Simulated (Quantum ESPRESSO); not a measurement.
# Hf (Im-3m) in Quantum ESPRESSO: a series of runs

The runs below take Hf through single point, equation of state, with PBEsol.

Everything below comes from runs of Quantum ESPRESSO 7.5. Logs are shortened: lines on timing, memory, paths and dates and some standing lists are left out, and cuts for length are marked.

## 1. The crystal as given

Symmetry: Im-3m, No. 229, cubic system. Conventional cell: a = 3.610 Å, b = 3.610 Å, c = 3.610 Å, α = 90.00°, β = 90.00°, γ = 90.00°. Hf (site symmetry m-3m) is surrounded by 8 Hf at 3.13 Å.

This isn't the form of Hf at room conditions, which is hcp.

## 2. Single point, PBEsol, 22.11 Å³/atom

File pw.in:

```
&CONTROL
  calculation = 'scf'
  prefix = 'pwscf'
  outdir = './tmp'
  pseudo_dir = './pseudo'
  tprnfor = .true.
  tstress = .true.
  disk_io = 'nowf'
/
&SYSTEM
  ibrav = 0
  nat = 1
  ntyp = 1
  ecutwfc = 58
  nbnd = 12
  occupations = 'smearing'
  smearing = 'fd'
  degauss = 0.00367493
/
&ELECTRONS
  conv_thr = 2d-10
  electron_maxstep = 120
  mixing_beta = 0.5
/
ATOMIC_SPECIES
Hf   178.4900 Hf.upf
CELL_PARAMETERS angstrom
  -1.7681529262    1.7681529262    1.7681529262
   1.7681529262   -1.7681529262    1.7681529262
   1.7681529262    1.7681529262   -1.7681529262
ATOMIC_POSITIONS crystal
Hf     0.0000000000    0.0000000000    0.0000000000
K_POINTS automatic
10 10 10 0 0 0
```

Potentials or basis: PseudoDojo 0.4.1 SR PBEsol standard.

Run with:

```sh
OMP_NUM_THREADS=1 pw.x -in pw.in > pw.out
```

pw.out:

```text
This program is part of the open-source Quantum ESPRESSO suite
     for quantum simulation of materials; please cite
[... 9 lines left out ...]
     --------------------
     sticks:   dense  smooth     PW     G-vecs:    dense   smooth      PW
     Sum         579     579    217                 8853     8853    1985

     Using Slab Decomposition

     bravais-lattice index     =            0
     lattice parameter (alat)  =       5.7873  a.u.
     unit-cell volume          =     149.2162 (a.u.)^3
     number of atoms/cell      =            1
     number of atomic types    =            1
     number of electrons       =        12.00
     number of Kohn-Sham states=           12
     kinetic-energy cutoff     =      58.0000  Ry
     charge density cutoff     =     232.0000  Ry
     scf convergence threshold =      2.0E-10
     mixing beta               =       0.5000
     number of iterations used =            8  plain     mixing
     Exchange-correlation= PBESOL
                           (   1   4  10   8   0   0   0)

     celldm(1)=   5.787344  celldm(2)=   0.000000  celldm(3)=   0.000000
     celldm(4)=   0.000000  celldm(5)=   0.000000  celldm(6)=   0.000000

     crystal axes: (cart. coord. in units of alat)
               a(1) = (  -0.577350   0.577350   0.577350 )
               a(2) = (   0.577350  -0.577350   0.577350 )
               a(3) = (   0.577350   0.577350  -0.577350 )

     reciprocal axes: (cart. coord. in units 2 pi/alat)
               b(1) = ( -0.000000  0.866025  0.866025 )
               b(2) = (  0.866025 -0.000000  0.866025 )
               b(3) = (  0.866025  0.866025  0.000000 )

     PseudoPot. # 1 for Hf read from file:
     Hf.upf
     Pseudo is Norm-conserving + core correction, Zval = 12.0
     Generated using ONCVPSP code by D. R. Hamann
     Using radial grid of 1656 points,  8 beta functions with:
                l(1) =   0
                l(2) =   0
                l(3) =   1
                l(4) =   1
                l(5) =   2
                l(6) =   2
                l(7) =   3
                l(8) =   3

     atomic species   valence    mass     pseudopotential
     Hf               12.00   178.49000     Hf( 1.00)

     48 Sym. Ops., with inversion, found

   Cartesian axes

     site n.     atom                  positions (alat units)
         1        Hf     tau(   1) = (   0.0000000   0.0000000   0.0000000  )

     number of k points=    47  Fermi-Dirac smearing, width (Ry)=  0.0037
                       cart. coord. in units 2pi/alat
        k(    1) = (   0.0000000   0.0000000   0.0000000), wk =   0.0020000
        k(    2) = (   0.0866025   0.0866025   0.0000000), wk =   0.0240000
        k(    3) = (   0.1732051   0.1732051   0.0000000), wk =   0.0240000
        k(    4) = (   0.2598076   0.2598076   0.0000000), wk =   0.0240000
        k(    5) = (   0.3464102   0.3464102   0.0000000), wk =   0.0240000
        k(    6) = (  -0.4330127  -0.4330127   0.0000000), wk =   0.0120000
[... 39 lines left out ...]
        k(   46) = (  -0.8660254  -0.0866025  -0.0866025), wk =   0.0240000
        k(   47) = (  -0.8660254  -0.8660254  -0.8660254), wk =   0.0020000

     Dense  grid:     8853 G-vectors     FFT dimensions: (  30,  30,  30)

     Initial potential from superposition of free atoms

     starting charge      11.9983, renormalised to      12.0000
     Starting wfcs are   10 randomized atomic wfcs +    2 random wfcs

     Self-consistent Calculation

     iteration #  1     ecut=    58.00 Ry     beta= 0.50
     Davidson diagonalization with overlap
     ethr =  1.00E-02,  avg # of iterations =  4.2

     Threshold (ethr) on eigenvalues was too large:
     Diagonalizing with lowered threshold

     Davidson diagonalization with overlap
     ethr =  1.21E-04,  avg # of iterations =  2.7

     total energy              =    -112.74965037 Ry
     estimated scf accuracy    <       0.01557412 Ry
[... 36 lines left out ...]
     iteration #  7     ecut=    58.00 Ry     beta= 0.50
     Davidson diagonalization with overlap
     ethr =  4.83E-12,  avg # of iterations =  3.4

     End of self-consistent calculation

          k = 0.0000 0.0000 0.0000 (  1061 PWs)   bands (ev):

   -47.1794 -15.4103 -15.4103 -15.4103   7.2308  15.8298  15.8298  15.8298
    18.6614  18.6614  27.6140  27.6140
[... 18 lines left out ...]
   -47.1144 -16.1910 -15.6626 -15.4141  10.7076  13.9388  14.9134  18.5605
    19.3086  20.9032  25.4855  25.5123

          k =-0.4330-0.4330 0.0000 (  1108 PWs)   bands (ev):

   -47.1075 -16.2678 -15.6885 -15.4145  10.8933  13.7843  15.4362  18.4857
    19.5102  22.0398  24.6378  24.8531

          k = 0.1732 0.0866 0.0866 (  1100 PWs)   bands (ev):
[... 81 lines left out ...]
   -47.1024 -15.9557 -15.9557 -15.5940  12.8902  13.8493  13.8493  19.4455
    19.4455  20.9104  25.2474  25.2474

          k =-0.0000-0.1732 0.3464 (  1107 PWs)   bands (ev):

   -47.1267 -15.9733 -15.6246 -15.4778  10.1993  14.5249  14.7140  17.3199
    18.8205  19.4892  26.5562  28.9794

          k = 0.0866-0.0866 0.3464 (  1107 PWs)   bands (ev):
[... 46 lines left out ...]
   -47.1320 -15.7647 -15.6122 -15.6122   9.8573  15.2506  15.7975  15.7975
    17.2531  19.6621  27.4663  31.2206

          k =-0.0000-0.0866 0.4330 (  1104 PWs)   bands (ev):

   -47.1117 -15.9453 -15.7030 -15.6401  11.0155  14.1093  15.6449  16.4153
    18.5803  19.4102  26.7446  30.6468

          k = 0.0000-0.1732 0.5196 (  1122 PWs)   bands (ev):
[... 21 lines left out ...]
   -47.0785 -16.0337 -16.0337 -15.6776  12.8656  12.8656  14.5852  19.0530
    19.0530  22.8341  24.6443  24.6443

          k =-0.0000-0.0000 0.5196 (  1120 PWs)   bands (ev):

   -47.0931 -15.9463 -15.7980 -15.7980  11.8582  13.3412  16.6626  16.6626
    18.8134  18.8685  27.7953  29.2745

          k = 0.0000-0.0866 0.6062 (  1125 PWs)   bands (ev):
[... 26 lines left out ...]
   -47.0535 -16.0105 -16.0105 -16.0105  11.6944  11.6944  21.1880  21.1880
    21.1880  21.6098  21.6098  21.6098

     the Fermi energy is    14.3202 ev

!    total energy              =    -112.75077941 Ry
     estimated scf accuracy    <          1.5E-10 Ry
     smearing contrib. (-TS)   =      -0.00099632 Ry
     internal energy E=F+TS    =    -112.74978308 Ry

     The total energy is F=E-TS. E is the sum of the following terms:
     one-electron contribution =     -20.07268969 Ry
     hartree contribution      =      14.03785810 Ry
     xc contribution           =     -28.29551430 Ry
     ewald contribution        =     -78.41943719 Ry

     convergence has been achieved in   7 iterations

     Forces acting on atoms (cartesian axes, Ry/au):

     atom    1 type  1   force =     0.00000000    0.00000000    0.00000000

     Total force =     0.000000     Total SCF correction =     0.000000

     Computing stress (Cartesian axis) and pressure

          total   stress  (Ry/bohr**3)                   (kbar)     P=      -33.20
  -0.00022566   0.00000000   0.00000000          -33.20        0.00        0.00
   0.00000000  -0.00022566   0.00000000            0.00      -33.20        0.00
   0.00000000   0.00000000  -0.00022566            0.00        0.00      -33.20

=------------------------------------------------------------------------------=
   JOB DONE.
=------------------------------------------------------------------------------=
```

It took 8.7 s on 1 thread of Arm Neoverse V1, shared host; peak memory 0.05 GiB.

Results:

- Free energy: -1534.0525 eV
- Pressure: -3.3 GPa
- Band gap on the k mesh: none (metal or under the smearing width)

## 3. Single point, PBEsol, 22.58 Å³/atom

Changes to pw.in since step 2:

```diff
@@ -27,5 +27,5 @@
 CELL_PARAMETERS angstrom
-  -1.7681529262    1.7681529262    1.7681529262
-   1.7681529262   -1.7681529262    1.7681529262
-   1.7681529262    1.7681529262   -1.7681529262
+  -1.7806051177    1.7806051177    1.7806051177
+   1.7806051177   -1.7806051177    1.7806051177
+   1.7806051177    1.7806051177   -1.7806051177
 ATOMIC_POSITIONS crystal
```

Potentials or basis: PseudoDojo 0.4.1 SR PBEsol standard.

Run with:

```sh
OMP_NUM_THREADS=1 pw.x -in pw.in > pw.out
```

Wall time 9.5 s (1 thread of Arm Neoverse V1, shared host); peak memory 0.05 GiB.

The run converged. Its results:

```yaml
Free_energy: -1534.0399 eV
Pressure: -5.3 GPa
Band_gap_on_the_k_mesh: none (metal or under the smearing width)
```

## 4. Single point, PBEsol, 23.05 Å³/atom

Changes to pw.in since step 3:

```diff
@@ -27,5 +27,5 @@
 CELL_PARAMETERS angstrom
-  -1.7806051177    1.7806051177    1.7806051177
-   1.7806051177   -1.7806051177    1.7806051177
-   1.7806051177    1.7806051177   -1.7806051177
+  -1.7928855410    1.7928855410    1.7928855410
+   1.7928855410   -1.7928855410    1.7928855410
+   1.7928855410    1.7928855410   -1.7928855410
 ATOMIC_POSITIONS crystal
```

Run with:

```sh
OMP_NUM_THREADS=1 pw.x -in pw.in > pw.out
```

It took 9.7 s on 1 thread of Arm Neoverse V1, shared host; peak memory 0.05 GiB.

Results (log left out):

```
Free energy            : -1534.0217 eV
Pressure               : -7.1 GPa
Band gap on the k mesh : none (metal or under the smearing width)
```

## 5. Single point, PBEsol, 23.52 Å³/atom

Changes to pw.in since step 4:

```diff
@@ -27,5 +27,5 @@
 CELL_PARAMETERS angstrom
-  -1.7928855410    1.7928855410    1.7928855410
-   1.7928855410   -1.7928855410    1.7928855410
-   1.7928855410    1.7928855410   -1.7928855410
+  -1.8050000000    1.8050000000    1.8050000000
+   1.8050000000   -1.8050000000    1.8050000000
+   1.8050000000    1.8050000000   -1.8050000000
 ATOMIC_POSITIONS crystal
```

Run with:

```sh
OMP_NUM_THREADS=1 pw.x -in pw.in > pw.out
```

It took 9.7 s on 1 thread of Arm Neoverse V1, shared host; peak memory 0.05 GiB.

It converged, with:

| Item | Value |
| --- | --- |
| Free energy | -1533.9986 eV |
| Pressure | -8.7 GPa |
| Band gap on the k mesh | none (metal or under the smearing width) |

## 6. Single point, PBEsol, 23.99 Å³/atom

Changes to pw.in since step 5:

```diff
@@ -27,5 +27,5 @@
 CELL_PARAMETERS angstrom
-  -1.8050000000    1.8050000000    1.8050000000
-   1.8050000000   -1.8050000000    1.8050000000
-   1.8050000000    1.8050000000   -1.8050000000
+  -1.8169539908    1.8169539908    1.8169539908
+   1.8169539908   -1.8169539908    1.8169539908
+   1.8169539908    1.8169539908   -1.8169539908
 ATOMIC_POSITIONS crystal
```

Potentials or basis: PseudoDojo 0.4.1 SR PBEsol standard.

Run with:

```sh
OMP_NUM_THREADS=1 pw.x -in pw.in > pw.out
```

Wall time 9.8 s (1 thread of Arm Neoverse V1, shared host); peak memory 0.05 GiB.

The run converged. Its results:

```yaml
Free_energy: -1533.9709 eV
Pressure: -10.2 GPa
Band_gap_on_the_k_mesh: none (metal or under the smearing width)
```

## 7. Single point, PBEsol, 24.46 Å³/atom

Changes to pw.in since step 6:

```diff
@@ -27,5 +27,5 @@
 CELL_PARAMETERS angstrom
-  -1.8169539908    1.8169539908    1.8169539908
-   1.8169539908   -1.8169539908    1.8169539908
-   1.8169539908    1.8169539908   -1.8169539908
+  -1.8287527239    1.8287527239    1.8287527239
+   1.8287527239   -1.8287527239    1.8287527239
+   1.8287527239    1.8287527239   -1.8287527239
 ATOMIC_POSITIONS crystal
```

Run with:

```sh
OMP_NUM_THREADS=1 pw.x -in pw.in > pw.out
```

Run time: 9.9 s. Hardware: 1 thread of Arm Neoverse V1, shared host; peak memory 0.05 GiB.

The run converged. Its results:

```yaml
Free_energy: -1533.9391 eV
Pressure: -11.5 GPa
Band_gap_on_the_k_mesh: none (metal or under the smearing width)
```

## 8. Single point, PBEsol, 24.93 Å³/atom

Changes to pw.in since step 7:

```diff
@@ -27,5 +27,5 @@
 CELL_PARAMETERS angstrom
-  -1.8287527239    1.8287527239    1.8287527239
-   1.8287527239   -1.8287527239    1.8287527239
-   1.8287527239    1.8287527239   -1.8287527239
+  -1.8404011445    1.8404011445    1.8404011445
+   1.8404011445   -1.8404011445    1.8404011445
+   1.8404011445    1.8404011445   -1.8404011445
 ATOMIC_POSITIONS crystal
```

Run with:

```sh
OMP_NUM_THREADS=1 pw.x -in pw.in > pw.out
```

It took 9.8 s on 1 thread of Arm Neoverse V1, shared host; peak memory 0.05 GiB.

It converged, with:

```yaml
Free_energy: -1533.9035 eV
Pressure: -12.7 GPa
Band_gap_on_the_k_mesh: none (metal or under the smearing width)
```

## 9. Equation of state, PBEsol

Potentials or basis: PseudoDojo 0.4.1 SR PBEsol standard.

This step only gathers the single runs of the series.

Results:

```yaml
Equilibrium_volume: "21.42 Å³/atom (rough: see the caveat)"
Bulk_modulus: 110 GPa (rough)
```

Energy against volume, from the lowest point:
| volume (Å³/atom) | energy (meV/atom) |
| --- | --- |
| 22.112 | 0.00 |
| 22.582 | 12.62 |
| 23.052 | 30.77 |
| 23.523 | 53.93 |
| 23.993 | 81.64 |
| 24.464 | 113.45 |
| 24.934 | 148.97 |

Caveat: the minimum lies outside the volumes run.
